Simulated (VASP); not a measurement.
# Sb in VASP: work function with PBE

Aim: the work function of Sb with PBE.

Program: VASP 6.6.1. These are calculated values, not measurements. Logs are shortened: lines on timing, memory, paths and dates and some standing lists are left out, and cuts for length are marked.

## 1. The undisturbed slab

The cell holds a slab with vacuum, 7 atoms: a = 3.369 Å, b = 3.369 Å, c = 30.990 Å, α = 90.00°, β = 90.00°, γ = 120.00°.

The slab is cut from a database's or a generator's crystal, which needn't be the stable form of the element.

## 2. Work function, PBE (the (0 0 1) slab of Sb, cut from the database cell, not relaxed)

INCAR

```
PREC = Accurate
ENCUT = 520
EDIFF = 1E-6
ISMEAR = 0
SIGMA = 0.05
LREAL = False
LASPH = True
NELM = 60
ALGO = Normal
ISIF = 2
LWAVE = False
LCHARG = True
LDIPOL = True
IDIPOL = 3
DIPOL = 0.5 0.5 0.500
GGA = PE
LELF = True
LVHAR = True
LVACPOTAV = True
```

KPOINTS

```
Automatic mesh
0
Gamma
  9 9 1
```

POSCAR

```
Sb
1.0
    3.3690001795      0.0000000000      0.0000000000
   -1.6845000897      2.9176397408      0.0000000000
    0.0000000000      0.0000000000     30.9900000000
Sb
7
Direct
    0.6666666667      0.3333333334      0.2420135528
    0.3333333333      0.6666666666      0.3280090352
    0.6666666667      0.3333333334      0.4140045176
    0.3333333333      0.6666666666      0.5000000000
    0.6666666667      0.3333333334      0.5859954824
    0.3333333333      0.6666666666      0.6719909648
    0.6666666667      0.3333333334      0.7579864472
```

Potentials or basis: VASP PAW PBE potentials, release 64 (Sb).

On the command line:

```sh
$ cat potpaw_PBE.64/Sb/POTCAR > POTCAR
$ mpirun -np 1 vasp_std > vasp.out
```

OUTCAR:

```text
PREC = Accurate
   ENCUT = 520
   EDIFF = 1E-6
   ISMEAR = 0
   LREAL = False
   LASPH = True
   NELM = 60
   ISIF = 2
   GGA = PE

 ion  position               nearest neighbor table
   1  0.667  0.333  0.242-   2 3.30   2 3.30   2 3.30
   2  0.333  0.667  0.328-   1 3.30   3 3.30   1 3.30   3 3.30   1 3.30   3 3.30
   3  0.667  0.333  0.414-   2 3.30   4 3.30   2 3.30   4 3.30   2 3.30   4 3.30
   4  0.333  0.667  0.500-   3 3.30   5 3.30   3 3.30   5 3.30   3 3.30   5 3.30
   5  0.667  0.333  0.586-   4 3.30   6 3.30   4 3.30   6 3.30   4 3.30   6 3.30
   6  0.333  0.667  0.672-   7 3.30   5 3.30   7 3.30   5 3.30   7 3.30   5 3.30
   7  0.667  0.333  0.758-   6 3.30   6 3.30   6 3.30

  LATTYP: Found a hexagonal cell.
 ALAT       =     3.3690001795
 C/A-ratio  =     9.1985747548

  Lattice vectors:

 A1 = (   3.3690001795,   0.0000000000,   0.0000000000)
 A2 = (  -1.6845000897,   2.9176397408,   0.0000000000)
 A3 = (   0.0000000000,   0.0000000000,  30.9900000000)

Analysis of symmetry for initial positions (statically):
=====================================================================
 Subroutine PRICEL returns:
 Original cell was already a primitive cell.

 Routine SETGRP: Setting up the symmetry group for a
 hexagonal supercell.

 Subroutine GETGRP returns: Found 12 space group operations
 (whereof 12 operations were pure point group operations)
 out of a pool of 24 trial point group operations.

The static configuration has the point symmetry D_3h.

Analysis of symmetry for dynamics (positions and initial velocities):
=====================================================================
 Subroutine PRICEL returns:
 Original cell was already a primitive cell.

 Routine SETGRP: Setting up the symmetry group for a
 hexagonal supercell.

 Subroutine GETGRP returns: Found 12 space group operations
 (whereof 12 operations were pure point group operations)
 out of a pool of 24 trial point group operations.

The dynamic configuration has the point symmetry D_3h.

 Subroutine INISYM returns: Found 12 space group operations
 (whereof 12 operations are pure point group operations),
 and found     1 'primitive' translations

----------------------------------------------------------------------------------------

                                     Primitive cell

  volume of cell :     304.6171

  direct lattice vectors                    reciprocal lattice vectors
     3.369000179  0.000000000  0.000000000     0.296823968  0.171371398  0.000000000
    -1.684500090  2.917639741  0.000000000     0.000000000  0.342742795  0.000000000
     0.000000000  0.000000000 30.990000000     0.000000000  0.000000000  0.032268474

  length of vectors
     3.369000179  3.369000179 30.990000000     0.342742795  0.342742795  0.032268474

  position of ions in fractional coordinates (direct lattice)
     0.666666667  0.333333333  0.242013553
     0.333333333  0.666666667  0.328009035
     0.666666667  0.333333333  0.414004518
     0.333333333  0.666666667  0.500000000
     0.666666667  0.333333333  0.585995482
     0.333333333  0.666666667  0.671990965
     0.666666667  0.333333333  0.757986447

  ion indices of the primitive-cell ions
   primitive index   ion index
                 1           1
                 2           2
                 3           3
                 4           4
                 5           5
                 6           6
                 7           7

----------------------------------------------------------------------------------------

 KPOINTS: Automatic mesh

Automatic generation of k-mesh.
 Grid dimensions read from file:
 generate k-points for:    9    9    1

 Generating k-lattice:

  Cartesian coordinates                     Fractional coordinates (reciprocal lattice)
     0.032980441  0.019041266  0.000000000     0.111111111  0.000000000  0.000000000
     0.000000000  0.038082533  0.000000000     0.000000000  0.111111111  0.000000000
     0.000000000  0.000000000  0.032268474     0.000000000  0.000000000  1.000000000

  Length of vectors
     0.038082533  0.038082533  0.032268474

  Shift w.r.t. Gamma in fractional coordinates (k-lattice)
     0.000000000  0.000000000  0.000000000

 Subroutine IBZKPT returns following result:
 ===========================================

 Found     12 irreducible k-points:

 Following reciprocal coordinates:
            Coordinates               Weight
  0.000000  0.000000  0.000000      1.000000
  0.111111  0.000000  0.000000      6.000000
  0.222222  0.000000  0.000000      6.000000
  0.333333  0.000000  0.000000      6.000000
  0.444444  0.000000  0.000000      6.000000
  0.111111  0.111111  0.000000      6.000000
  0.222222  0.111111  0.000000     12.000000
  0.333333  0.111111  0.000000     12.000000
  0.444444  0.111111  0.000000      6.000000
  0.222222  0.222222  0.000000      6.000000
  0.333333  0.222222  0.000000     12.000000
  0.333333  0.333333  0.000000      2.000000
   k-points           NKPTS =     12   k-points in BZ     NKDIM =     12   number of bands    NBANDS=     21
   number of dos      NEDOS =    301   number of ions     NIONS =      7
   total plane-waves  NPLWV = 188160
   dimension x,y,z NGX =    28 NGY =   28 NGZ =  240
   dimension x,y,z NGXF=    56 NGYF=   56 NGZF=  480
   ions per type =               7
   NGX,Y,Z   is equivalent  to a cutoff of  13.82, 13.82, 12.87 a.u.
   NGXF,Y,Z  is equivalent  to a cutoff of  27.63, 27.63, 25.75 a.u.
 SYSTEM =  unknown system
   PREC   = accura    normal or accurate (medium, high low for compatibility)
   ISTART =      0    job   : 0-new  1-cont  2-samecut
   ICHARG =      2    charge: 1-file 2-atom 10-const
   ISPIN  =      1    spin polarized calculation?
   LNONCOLLINEAR =      F non collinear calculations
   LSORBIT =      F    spin-orbit coupling
   LASPH  =      T    aspherical Exc in radial PAW
   ENCUT  =  520.0 eV  38.22 Ry    6.18 a.u.   6.26  6.26 57.62*2*pi/ulx,y,z
   NELM   =     60;   NELMIN=  2; NELMDL= -5     # of ELM steps
   EDIFF  = 0.1E-05   stopping-criterion for ELM
   LREAL  =      F    real-space projection
   EDIFFG = 0.1E-04   stopping-criterion for IOM
   NSW    =      0    number of steps for IOM
   IBRION =     -1    ionic relax: 0-MD 1-quasi-New 2-CG
   NFREE  =      0    steps in history (QN), initial steepest desc. (CG)
   ISIF   =      2    stress and relaxation
   ISYM   =      2    0-nonsym 1-usesym 2-fastsym
   POTIM  = 0.5000    time-step for ionic-motion
   TEBEG  =    0.0;   TEEND  =   0.0 temperature during run
   PSTRESS=    0.0 pullay stress
   NELECT =      35.0000    total number of electrons
   NUPDOWN=      -1.0000    fix difference up-down
   EMIN   =  10.00;   EMAX   =-10.00  energy-range for DOS
   EFERMI =   0.00;   METHOD = LEGACY
   ISMEAR =     0;   SIGMA  =   0.05  broadening in eV -4-tet -1-fermi 0-gaus
   EFERMI_NEDOS =   21; number of points for ismear=-14 and -15
   IALGO  =     38    algorithm
   IMIX   =      4    mixing-type and parameters
     AMIX     =   0.40;   BMIX     =  1.00
     AMIX_MAG =   1.60;   BMIX_MAG =  1.00
  volume/ion in A,a.u.               =      43.52       293.67
  Fermi-wavevector in a.u.,A,eV,Ry     =   0.795877  1.503990  8.618210  0.633421
  Thomas-Fermi vector in A             =   1.902291
   LORBIT       =      0    0 simple, 1 ext, 2 COOP (PROOUT), +10 PAW based schemes
   GGA     = PE    functional components
   LHFCALC =     F    Hartree Fock is set to
   AEXX    =    0.0000 exact exchange contribution
   IVDW    =     0    specifies the selected vdW correction
   LEPSILON=     F    determine dielectric tensor
   LRPA    =     F    only Hartree local field effects (RPA)
 non-spin polarized calculation
 Gauss-broadening in eV      SIGMA  =   0.05
  energy-cutoff  :      520.00
  volume of cell :      304.62
 maximum number of plane-waves:      8251
 NGX is ok and might be reduce to    28
   NGX = 13   NGY = 13   NGZ =115

 number of electron      35.0000000 magnetization

 dipolmoment           0.000000      0.000000      0.000000 electrons x Angstroem

 Free energy of the ion-electron system (eV)
  ---------------------------------------------------
  ext. energy  EPLUGINS =         0.00000000
  ---------------------------------------------------
  free energy    TOTEN  =       -26.58845956 eV

  energy without entropy =      -26.58231267  energy(sigma->0) =      -26.58538611

 E-fermi :   3.8443     XC(G=0):  -6.7529

 val. band max:        3.8358911158   @ k =   0.2222   0.2222   0.0000
 cond. band min:       3.8867468505   @ k =   0.4444   0.0000   0.0000
 fundamental gap:      0.0508557348
 Fermi energy:         3.8443083158

 k-point     1 :       0.0000    0.0000    0.0000
  band No.  band energies     occupation
      1      -9.3531      2.00000
      2      -9.0462      2.00000
      3      -8.5574      2.00000
      4      -7.8926      2.00000
      5      -7.1192      2.00000
      6      -6.2518      2.00000
[... 13 lines left out ...]
     20       7.6960      0.00000
     21       7.6960      0.00000

 k-point     2 :       0.1111    0.0000    0.0000
  band No.  band energies     occupation
      1      -9.1363      2.00000
      2      -8.8300      2.00000
      3      -8.3425      2.00000
      4      -7.6800      2.00000
      5      -6.9109      2.00000
      6      -6.0508      2.00000
[... 13 lines left out ...]
     20       7.0834      0.00000
     21       7.1461      0.00000
[... 199 lines left out ...]
      5      -4.1631      2.00000
      6      -3.9521      2.00000
[... 13 lines left out ...]
     20       2.4744      2.00000
     21       3.2924      2.00000

 k-point    12 :       0.3333    0.3333    0.0000
  band No.  band energies     occupation
      1      -4.5821      2.00000
      2      -4.5469      2.00000
      3      -4.4443      2.00000
      4      -4.3771      2.00000
      5      -4.3163      2.00000
      6      -4.0099      2.00000
[... 13 lines left out ...]
     20       2.0440      2.00000
     21       2.6181      2.00000

------------------------ aborting loop because EDIFF is reached ----------------------------------------

  FORCE on cell =-STRESS in cart. coord.  units (eV):
  Direction    XX          YY          ZZ          XY          YZ          ZX
  --------------------------------------------------------------------------------------
  -------------------------------------------------------------------------------------
  Total        2.2774882      2.2774882      0.0343509      0.0000000     -0.0000000      0.0000000
  in kB       11.9787759     11.9787759      0.1806733      0.0000000     -0.0000000      0.0000000
  external PRESSURE =       8.0460750 kB  Pullay stress =       0.0000000 kB

 VOLUME and BASIS-vectors are now :
 -----------------------------------------------------------------------------
  energy-cutoff  :      520.00
  volume of cell :      304.62
      direct lattice vectors                 reciprocal lattice vectors
     3.369000179  0.000000000  0.000000000     0.296823968  0.171371398  0.000000000
    -1.684500090  2.917639741  0.000000000     0.000000000  0.342742795  0.000000000
     0.000000000  0.000000000 30.990000000     0.000000000  0.000000000  0.032268474

 POSITION                                       TOTAL-FORCE (eV/Angst)
 -----------------------------------------------------------------------------------
      1.68450      0.97255      7.50000         0.000000     -0.000000      0.268899
      0.00000      1.94509     10.16500        -0.000000     -0.000000     -0.508103
      1.68450      0.97255     12.83000         0.000000      0.000000      0.203931
      0.00000      1.94509     15.49500         0.000000     -0.000000      0.000000
      1.68450      0.97255     18.16000        -0.000000     -0.000000     -0.203931
      0.00000      1.94509     20.82500         0.000000      0.000000      0.508103
      1.68450      0.97255     23.49000        -0.000000     -0.000000     -0.268899
 -----------------------------------------------------------------------------------
    total drift:                                0.000000     -0.000000      0.000000

  FREE ENERGIE OF THE ION-ELECTRON SYSTEM (eV)
  ---------------------------------------------------
  free  energy   TOTEN  =       -26.5884595603 eV

  energy  without entropy=      -26.5823126688  energy(sigma->0) =      -26.58538611

 vacuum level on the upper side and lower side of the slab         7.829         7.829
```

It took 4.1 min on 1 thread of Intel Xeon Platinum 8259CL at 2.50GHz (Skylake/Cascade Lake), shared host; peak memory 0.45 GiB.

Results:

```yaml
Free_energy: -26.5885 eV
Largest_force: 0.508 eV/Å
Work_function_of_the_upper_face: 3.98 eV
Work_function_of_the_lower_face: 3.98 eV
```

Forces on the atoms (eV/Å):
```
Sb   0.000  0.000  0.269
Sb   0.000  0.000 -0.508
Sb   0.000  0.000  0.204
Sb   0.000  0.000  0.000
Sb   0.000  0.000 -0.204
Sb   0.000  0.000  0.508
Sb   0.000  0.000 -0.269
```

Levels at points of the mesh, in eV from the Fermi level:
| k point | band 15 | band 16 | band 17 | band 18 | band 19 | band 20 |
| --- | --- | --- | --- | --- | --- | --- |
| (0.00, 0.00, 0.00) | 3.27 | 3.51 | 3.51 | 3.60 | 3.78 | 3.85 |

Caveat: the bands computed are all filled at some k points, so no gap is given. Spin-orbit coupling is left out, which matters for the levels of Sb.
